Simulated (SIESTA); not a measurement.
# GaP (F-43m) in SIESTA: notebook, part 2 of 2

SIESTA 5.4.2.

## 3. Single point, PBE, non-collinear spin, zero start, spin-orbit coupling, 19.03 Å³/atom

GaP.fdf

```
SystemName                      GaP
SystemLabel                     GaP
NumberOfSpecies                 2
NumberOfAtoms                   2
%block ChemicalSpeciesLabel
  1  31 Ga
  2  15 P
%endblock ChemicalSpeciesLabel

LatticeConstant                 1.0 Ang
%block LatticeVectors
     0.0000000000     2.6696170428     2.6696170428
     2.6696170428     0.0000000000     2.6696170428
     2.6696170428     2.6696170428     0.0000000000
%endblock LatticeVectors
AtomicCoordinatesFormat         Fractional
%block AtomicCoordinatesAndAtomicSpecies
     0.0000000000     0.0000000000     0.0000000000  1  Ga
     0.7500000000     0.7500000000     0.7500000000  2  P
%endblock AtomicCoordinatesAndAtomicSpecies

%block kgrid.MonkhorstPack
    6   0   0  0.0
    0   6   0  0.0
    0   0   6  0.0
%endblock kgrid.MonkhorstPack
XC.Functional                   GGA
XC.Authors                      PBE
PAO.BasisSize                   DZP
PAO.EnergyShift                 0.002 Ry
Mesh.Cutoff                     800 Ry
Spin                            spin-orbit
%block DM.InitSpin
    1   0.000     0.00     0.00
    2   0.000     0.00     0.00
%endblock DM.InitSpin
WriteOrbMom                     true
OccupationFunction              FD
ElectronicTemperature           0.05 eV
MaxSCFIterations                120
SCF.MustConverge                false
SCF.Mixer.Method                Pulay
SCF.Mixer.Weight                0.25
SCF.Mixer.History               8
SCF.DM.Tolerance                5.0e-05
SCF.H.Tolerance                 1.0e-03 eV
WriteForces                     true
Charge.Mulliken                 end
%block PAO.Basis
  Ga 4
  n=4 0 2
    6.858 0.000
  n=4 1 2
    9.500 0.000
  n=3 2 1
    3.752
  n=4 2 1
    9.500
%endblock PAO.Basis
```

Potentials or basis: PseudoDojo 0.4 standard (PBE files, fully relativistic), DZP (energy shift 0.002 Ry; radii capped at 9.5 bohr).

On the command line:

```
> siesta < GaP.fdf > GaP.out 2>&1
```

GaP.out:

```text
Version         : 5.4.2

[... 6 lines left out ...]
 NOTE: Please see the manual for full details and compatibility measures.

reinit: Reading from standard input
reinit: Dumping input in INPUT_TMP.39218
************************** Dump of input data file ****************************
SystemName                      GaP
SystemLabel                     GaP
NumberOfSpecies                 2
NumberOfAtoms                   2
%block ChemicalSpeciesLabel
  1  31 Ga
  2  15 P
%endblock ChemicalSpeciesLabel
LatticeConstant                 1.0 Ang
%block LatticeVectors
     0.0000000000     2.6696170428     2.6696170428
     2.6696170428     0.0000000000     2.6696170428
     2.6696170428     2.6696170428     0.0000000000
%endblock LatticeVectors
AtomicCoordinatesFormat         Fractional
%block AtomicCoordinatesAndAtomicSpecies
     0.0000000000     0.0000000000     0.0000000000  1  Ga
     0.7500000000     0.7500000000     0.7500000000  2  P
%endblock AtomicCoordinatesAndAtomicSpecies
%block kgrid.MonkhorstPack
    6   0   0  0.0
    0   6   0  0.0
    0   0   6  0.0
%endblock kgrid.MonkhorstPack
XC.Functional                   GGA
XC.Authors                      PBE
PAO.BasisSize                   DZP
PAO.EnergyShift                 0.002 Ry
Mesh.Cutoff                     800 Ry
Spin                            spin-orbit
%block DM.InitSpin
[... 737 lines left out ...]

Basis Enthalpy Calculation:
    Basis Pressure for species 1(Ga) :      0.2000000 GPa
    Basis Pressure for species 2(P) :      0.2000000 GPa

    Orbital volume contribution        =           2.797821 eV
    (Free)E + p_basis*V_orbitals       =       -2266.453323 eV
    (Free)Eharris+ p_basis*V_orbitals  =       -2266.453323 eV

mulliken: Atomic and Orbital Populations:

Species: Ga

Atom      Orb        Charge      Spin       Svec
    1  1 4s         0.79902   0.00000      0.000  -0.000   0.000
    1  2 4s         0.28960   0.00000     -0.000   0.000  -0.000
    1  3 4py        0.30613   0.00000     -0.000   0.000   0.000
    1  4 4pz        0.30613   0.00000      0.000  -0.000   0.000
    1  5 4px        0.30614   0.00000     -0.000   0.000   0.000
    1  6 4py        0.20902   0.00000      0.000   0.000  -0.000
    1  7 4pz        0.20902   0.00000      0.000   0.000  -0.000
    1  8 4px        0.20902   0.00000      0.000  -0.000  -0.000
    1  9 3dxy       1.99189   0.00000     -0.000  -0.000   0.000
    1 10 3dyz       1.99189   0.00000     -0.000   0.000   0.000
    1 11 3dz2       1.99664   0.00000     -0.000   0.000  -0.000
    1 12 3dxz       1.99189   0.00000      0.000   0.000  -0.000
    1 13 3dx2-y2    1.99664   0.00000     -0.000   0.000   0.000
    1 14 4dxy      -0.05925   0.00000     -0.000   0.000  -0.000
    1 15 4dyz      -0.05925   0.00000      0.000  -0.000  -0.000
    1 16 4dz2       0.13802   0.00000     -0.000   0.000  -0.000
    1 17 4dxz      -0.05925   0.00000      0.000   0.000  -0.000
    1 18 4dx2-y2    0.13802   0.00000      0.000   0.000   0.000
    1     Total    12.70129   0.00000     -0.000   0.000  -0.000

Total              12.70129   0.00000     -0.000   0.000  -0.000

Species: P

Atom      Orb        Charge      Spin       Svec
    2  1 3s         2.11577   0.00000     -0.000  -0.000   0.000
    2  2 3s        -0.20402   0.00000      0.000   0.000  -0.000
    2  3 3py        0.66990   0.00000      0.000  -0.000  -0.000
    2  4 3pz        0.66990   0.00000      0.000   0.000  -0.000
    2  5 3px        0.66990   0.00000     -0.000  -0.000   0.000
    2  6 3py        0.37853   0.00000     -0.000   0.000   0.000
    2  7 3pz        0.37853   0.00000     -0.000  -0.000   0.000
    2  8 3px        0.37853   0.00000      0.000   0.000  -0.000
    2  9 3Pdxy      0.05785   0.00000      0.000   0.000   0.000
    2 10 3Pdyz      0.05785   0.00000      0.000   0.000   0.000
    2 11 3Pdz2      0.03406   0.00000      0.000   0.000   0.000
    2 12 3Pdxz      0.05785   0.00000     -0.000  -0.000   0.000
    2 13 3Pdx2-y2   0.03406   0.00000     -0.000  -0.000   0.000
    2     Total     5.29871   0.00000      0.000  -0.000   0.000

Total              18.00000   0.00000     -0.000   0.000  -0.000

Mulliken Atomic Populations:
Atom #   charge [q] valence [e]           S      Sx [e]      Sy [e]      Sz [e]  Species
     1     0.298709   12.701291    0.000000   -0.000000    0.000000   -0.000000  Ga
     2    -0.298709    5.298709    0.000000    0.000000   -0.000000    0.000000  P
 Total     0.000000                0.000000   -0.000000    0.000000    0.000000

Job completed
```

It took 3.1 min on 1 thread of Arm Neoverse V2, shared host; peak memory 0.44 GiB.

What came out:

- Free energy: -2269.2511 eV
- Pressure: 10.4 GPa
- Band gap on the k mesh: 1.53 eV, indirect (least direct gap 2.62 eV)
- Net moment: 0.00 μB per cell

Caveat: semicore shells carry a single zeta, which can move pressures by several GPa and volumes by a few percent; the basis of atomic orbitals isn't converged, which shifts pressures, moduli and gaps.

## 4. Single point, PBE, non-collinear spin, zero start, spin-orbit coupling, 19.43 Å³/atom

GaP.fdf, as its differences from that of step 3:

```diff
@@ -11,5 +11,5 @@
 %block LatticeVectors
-     0.0000000000     2.6696170428     2.6696170428
-     2.6696170428     0.0000000000     2.6696170428
-     2.6696170428     2.6696170428     0.0000000000
+     0.0000000000     2.6884177822     2.6884177822
+     2.6884177822     0.0000000000     2.6884177822
+     2.6884177822     2.6884177822     0.0000000000
 %endblock LatticeVectors
```

On the command line:

```
> siesta < GaP.fdf > GaP.out 2>&1
```

Wall time 3.1 min (1 thread of Arm Neoverse V2, shared host); peak memory 0.43 GiB.

It converged, with:

| Property | Result |
| --- | --- |
| Free energy | -2269.2977 eV |
| Pressure | 8.0 GPa |
| Band gap on the k mesh | 1.57 eV, indirect (least direct gap 2.39 eV) |
| Net moment | 0.00 μB per cell |

Caveat: semicore shells carry a single zeta, which can move pressures by several GPa and volumes by a few percent; the basis of atomic orbitals isn't converged, which shifts pressures, moduli and gaps.

## 5. Single point, PBE, non-collinear spin, zero start, spin-orbit coupling, 19.84 Å³/atom

GaP.fdf, as its differences from that of step 4:

```diff
@@ -11,5 +11,5 @@
 %block LatticeVectors
-     0.0000000000     2.6884177822     2.6884177822
-     2.6884177822     0.0000000000     2.6884177822
-     2.6884177822     2.6884177822     0.0000000000
+     0.0000000000     2.7069591804     2.7069591804
+     2.7069591804     0.0000000000     2.7069591804
+     2.7069591804     2.7069591804     0.0000000000
 %endblock LatticeVectors
```

On the command line:

```
> siesta < GaP.fdf > GaP.out 2>&1
```

It took 2.9 min on 1 thread of Arm Neoverse V2, shared host; peak memory 0.43 GiB.

The run converged. Its results:

* Free energy: -2269.3317 eV
* Pressure: 5.6 GPa
* Band gap on the k mesh: 1.61 eV, indirect (least direct gap 2.17 eV)
* Net moment: 0.00 μB per cell

Caveat: semicore shells carry a single zeta, which can move pressures by several GPa and volumes by a few percent; the basis of atomic orbitals isn't converged, which shifts pressures, moduli and gaps.

## 6. Single point, PBE, non-collinear spin, zero start, spin-orbit coupling, 20.24 Å³/atom

GaP.fdf, as its differences from that of step 5:

```diff
@@ -11,5 +11,5 @@
 %block LatticeVectors
-     0.0000000000     2.7069591804     2.7069591804
-     2.7069591804     0.0000000000     2.7069591804
-     2.7069591804     2.7069591804     0.0000000000
+     0.0000000000     2.7252500000     2.7252500000
+     2.7252500000     0.0000000000     2.7252500000
+     2.7252500000     2.7252500000     0.0000000000
 %endblock LatticeVectors
```

Potentials or basis: PseudoDojo 0.4 standard (PBE files, fully relativistic), DZP (energy shift 0.002 Ry; radii capped at 9.5 bohr).

On the command line:

```
> siesta < GaP.fdf > GaP.out 2>&1
```

Run time: 2.9 min. Hardware: 1 thread of Arm Neoverse V2, shared host; peak memory 0.43 GiB.

It converged, with:

```
Free energy            : -2269.3553 eV
Pressure               : 3.7 GPa
Band gap on the k mesh : 1.60 eV, indirect (least direct gap 1.96 eV)
Net moment             : 0.00 μB per cell
```

Caveat: semicore shells carry a single zeta, which can move pressures by several GPa and volumes by a few percent; the basis of atomic orbitals isn't converged, which shifts pressures, moduli and gaps.

## 7. Single point, PBE, non-collinear spin, zero start, spin-orbit coupling, 20.65 Å³/atom

GaP.fdf, as its differences from that of step 6:

```diff
@@ -11,5 +11,5 @@
 %block LatticeVectors
-     0.0000000000     2.7252500000     2.7252500000
-     2.7252500000     0.0000000000     2.7252500000
-     2.7252500000     2.7252500000     0.0000000000
+     0.0000000000     2.7432985392     2.7432985392
+     2.7432985392     0.0000000000     2.7432985392
+     2.7432985392     2.7432985392     0.0000000000
 %endblock LatticeVectors
```

On the command line:

```
> siesta < GaP.fdf > GaP.out 2>&1
```

Wall time 2.7 min (1 thread of Arm Neoverse V2, shared host); peak memory 0.41 GiB.

The run converged. Its results:

```yaml
Free_energy: -2269.3696 eV
Pressure: 1.9 GPa
Band_gap_on_the_k_mesh: 1.53 eV, indirect (least direct gap 1.77 eV)
Net_moment: 0.00 μB per cell
```

Caveat: semicore shells carry a single zeta, which can move pressures by several GPa and volumes by a few percent; the basis of atomic orbitals isn't converged, which shifts pressures, moduli and gaps.

## 8. Single point, PBE, non-collinear spin, zero start, spin-orbit coupling, 21.05 Å³/atom

GaP.fdf, as its differences from that of step 7:

```diff
@@ -11,5 +11,5 @@
 %block LatticeVectors
-     0.0000000000     2.7432985392     2.7432985392
-     2.7432985392     0.0000000000     2.7432985392
-     2.7432985392     2.7432985392     0.0000000000
+     0.0000000000     2.7611126653     2.7611126653
+     2.7611126653     0.0000000000     2.7611126653
+     2.7611126653     2.7611126653     0.0000000000
 %endblock LatticeVectors
```

On the command line:

```
> siesta GaP.fdf > GaP.out 2>&1
```

Run time: 3.5 min. Hardware: 1 thread of Arm Neoverse V2, shared host; peak memory 0.48 GiB.

The run converged. Its results:

| Quantity | Value |
| --- | --- |
| Free energy | -2269.3746 eV |
| Pressure | 0.4 GPa |
| Band gap on the k mesh | 1.47 eV, indirect (least direct gap 1.58 eV) |
| Net moment | 0.00 μB per cell |

Caveat: semicore shells carry a single zeta, which can move pressures by several GPa and volumes by a few percent; the basis of atomic orbitals isn't converged, which shifts pressures, moduli and gaps.

## 9. Single point, PBE, non-collinear spin, zero start, spin-orbit coupling, 21.45 Å³/atom

GaP.fdf, as its differences from that of step 8:

```diff
@@ -11,5 +11,5 @@
 %block LatticeVectors
-     0.0000000000     2.7611126653     2.7611126653
-     2.7611126653     0.0000000000     2.7611126653
-     2.7611126653     2.7611126653     0.0000000000
+     0.0000000000     2.7786998443     2.7786998443
+     2.7786998443     0.0000000000     2.7786998443
+     2.7786998443     2.7786998443     0.0000000000
 %endblock LatticeVectors
```

Potentials or basis: PseudoDojo 0.4 standard (PBE files, fully relativistic), DZP (energy shift 0.002 Ry; radii capped at 9.5 bohr).

On the command line:

```
> siesta < GaP.fdf > GaP.out 2>&1
```

Wall time 3.4 min (1 thread of Arm Neoverse V2, shared host); peak memory 0.47 GiB.

It converged, with:

- Free energy: -2269.3731 eV
- Pressure: -1.0 GPa
- Band gap on the k mesh: 1.40 eV, direct
- Net moment: 0.00 μB per cell

Caveat: semicore shells carry a single zeta, which can move pressures by several GPa and volumes by a few percent; the basis of atomic orbitals isn't converged, which shifts pressures, moduli and gaps.

## 10. Equation of state, PBE, non-collinear spin, zero start, spin-orbit coupling

No new run: the results of the series are fitted here.

Results:

```yaml
Equilibrium_volume: 21.14 Å³/atom
Bulk_modulus: 74 GPa
Pressure_derivative_of_the_bulk_modulus: "5.5 (rough: it moves with the points fitted)"
```

Energy against volume, from the lowest point:
```
volume (Å³/atom)  energy (meV/atom)
          19.026              61.72
          19.431              38.46
          19.836              21.41
          20.240               9.63
          20.645               2.50
          21.050               0.00
          21.455               0.74
```

Caveat: semicore shells carry a single zeta, which can move pressures by several GPa and volumes by a few percent; the basis of atomic orbitals isn't converged, which shifts pressures, moduli and gaps.

## 11. Comparison with measurements

Step 10. Measured bulk modulus of GaP: 87.5 GPa (“Phosphorous dimerization in GaP at high pressure”, 2017, arxiv:1709.06667). This calculation gives 74 GPa (-15.1 %). The fit is for a static lattice scaled at fixed shape and fixed fractional positions.
